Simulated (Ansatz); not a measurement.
Sb2Te3:
```
CELL_PARAMETERS angstrom
      2.16888     1.25221    10.46221
     -2.16888     1.25221    10.46221
      0.00000    -2.50441    10.46221
ATOMIC_POSITIONS crystal
  Sb 0.39673 0.39673 0.39673
  Sb 0.60327 0.60327 0.60327
  Te 0.00000 0.00000 0.00000
  Te 0.21568 0.21568 0.21568
  Te 0.78432 0.78432 0.78432
```

Relaxed with PBE.

### Question
Give the Bader charges and basin volumes of the independent atoms, PBE in the plane-wave PAW code Ansatz.

### Answer


```tsv
atom	Bader charge (e)	Bader volume (Å³)
Sb1	+0.56	26.8
Te3	-0.47	35.4
Te4	-0.32	40.8
```

Space group R-3m. The PBE relaxation kept the symmetry of its start. Scalar-relativistic: spin–orbit coupling is off unless named, which matters more the heavier the elements.

Potentials: the later of the program's two PAW sets.
